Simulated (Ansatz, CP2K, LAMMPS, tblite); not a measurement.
# Which run comes nearest? InP with crystalline order left by the classical run (76 atoms)

Density of this cell: 4.84 g/cm³. The cell holds 76 atoms: 38 In and 38 P. Its edges and angles: a = 12.384 Å, b = 12.384 Å, c = 12.384 Å, α = 90.0°, β = 90.0°, γ = 90.0°. 76 atoms (38 In, 38 P) placed at random at 4.84 g/cm³, melted at 2500 K for 10 ps at fixed volume with the Vashishta potential (Branicio, Rino, Gan and Tsuzuki, J. Phys.: Condens. Matter 21, 095002 (2009)). Quenched from 2500 K to 100 K at 10 K/ps and fixed volume, held 5 ps.

Geometry: as built.

The reference, a calculation:

```
method                 : Kohn-Sham DFT, PBE, PAW, plane waves (Ansatz 0.2.0); cutoff 420 eV, Γ point, fermi-dirac smearing of 0.05 eV; PAW set soft_2
r.m.s. force component : 0.1889 eV/Å
longest force          : 0.5691 eV/Å
pressure               : -0.6574 GPa
SCF cycles             : 9
time                   : 29 s on 4 threads of Arm Neoverse V2, shared host
CPU time               : 1.8 min
```

Q: Estimate the differences from the reference, the CPU time and the memory of each run.
- CP2K PBE, DZVP-MOLOPT-SR, 280/60 Ry, diagonalisation (CP2K 2026.2; 2 threads)
- CP2K PBE, SZV-MOLOPT-SR, 800/60 Ry, diagonalisation (CP2K 2026.2; 1 thread)
- CP2K PBE, DZVP-MOLOPT-SR, 560/60 Ry, diagonalisation (CP2K 2026.2; 2 threads)
- CP2K PBE, TZVP-UZH, 800/60 Ry, diagonalisation (CP2K 2026.2; 2 threads)
- CP2K PBE+D3(BJ), DZVP-MOLOPT-SR, 800/60 Ry, diagonalisation (CP2K 2026.2; 2 threads)
- CP2K PBE, DZVP-MOLOPT-SR, 800/60 Ry, diagonalisation (CP2K 2026.2; 2 threads)

Differences are against the plane-wave reference, forces as r.m.s. over components; share is that over the reference's r.m.s. force, slope the least-squares factor from reference forces to these. Total energies of different programs have different zeros and aren't compared.

```csv
run,"Δ force, r.m.s. (meV/Å)",share (%),slope,Δ pressure (GPa),cores,CPU time,memory (GiB)
reference,-,-,-,-,4,1.8 min,2.5
"CP2K PBE, DZVP-MOLOPT-SR, 280/60 Ry, diagonalisation (coarse)",27.5,14.5,1.011,0.455,2,7.3 min,1.9
"CP2K PBE, SZV-MOLOPT-SR, 800/60 Ry, diagonalisation (coarse)",93.2,49.3,1.297,4.41,1,4.7 min,6.5
"CP2K PBE, DZVP-MOLOPT-SR, 560/60 Ry, diagonalisation (coarse)",20.4,10.8,1.009,0.455,2,9.2 min,4.2
"CP2K PBE, TZVP-UZH, 800/60 Ry, diagonalisation",23.6,12.5,0.999,0.455,2,14 min,7.1
"CP2K PBE+D3(BJ), DZVP-MOLOPT-SR, 800/60 Ry, diagonalisation",19.7,10.4,1.012,-1.65,2,9.8 min,7.0
"CP2K PBE, DZVP-MOLOPT-SR, 800/60 Ry, diagonalisation",20.5,10.8,1.010,0.455,2,9.8 min,7.0
```

Rows marked coarse were listed beforehand as settings not expected to be converged; some can still land near the reference.

CPU time is summed over cores on a shared host, where runs went side by side, so it is rough. Symmetry, cutoffs, thresholds, outputs and thread counts weren't matched or tuned between programs; memory under MPI is the largest rank's times the ranks.

The PBE runs in local orbitals, coarse settings apart, differ by 11 % (CP2K PBE, DZVP-MOLOPT-SR, 800/60 Ry, diagonalisation) to 12 % (CP2K PBE, TZVP-UZH, 800/60 Ry, diagonalisation); basis, grid and potentials can all enter. Rows with another functional or a dispersion term differ by 10 % (CP2K PBE+D3(BJ), DZVP-MOLOPT-SR, 800/60 Ry, diagonalisation), which mixes the change of model with differences of basis and potentials. Runs with settings chosen to be coarse differ by 11 % (CP2K PBE, DZVP-MOLOPT-SR, 560/60 Ry, diagonalisation) to 49 % (CP2K PBE, SZV-MOLOPT-SR, 800/60 Ry, diagonalisation), their programs' other errors included. None of the electronic-structure runs in the table takes under half the reference's CPU time of 1.8 min; they take 2.5 to 7.7 times as much. The network of bonds at the start is that of the classical potential that made the cell, and needn't be the one that DFT or experiment would give. The electronic-structure runs sample only Γ, in a cell whose shortest periodic width is 12 Å, which is coarse for a cell with partly filled levels.

[Logs are printed without paths, hosts, clocks, repeated set-up lines and the standing remarks that a program may print on its own settings, such as how far it seeks lower states.]

[Hosts, paths, dates, database ids (printed as entryN), source tags and the programs' standing remarks are cut or masked in the printed files.]
